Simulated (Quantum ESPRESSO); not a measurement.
Ag: Wannier functions under several settings

```xyz
1
Lattice="0.0000 2.0427 2.0427 2.0427 0.0000 2.0427 2.0427 2.0427 0.0000" Properties=species:S:1:pos:R:3 pbc="T T T"
Ag    0.0000    0.0000    0.0000
```

All runs used Quantum ESPRESSO 7.5; potentials PseudoDojo 0.4.1 SR PBE standard; k mesh 9 × 9 × 9; given cell; no spin polarisation; cutoff 1116 eV; occupations fermi-dirac, width 0.05 eV.

| level | start | Wannier mesh | spread a function (Å²) | RMS miss of the bands (meV) |
| --- | --- | --- | --- | --- |
| PBE | atomic projections with disentanglement | 7 × 7 × 7 | ? | ? |
| PBE | atomic projections with disentanglement, not minimised | 7 × 7 × 7 | 1.30 | 5 |
| PBE | SCDM with an erfc weight | 7 × 7 × 7 | 2.48 | 77 |

Q: What stands in the row left open?

A: Spread a function 1.20 Å²; RMS miss of the bands 5 meV.
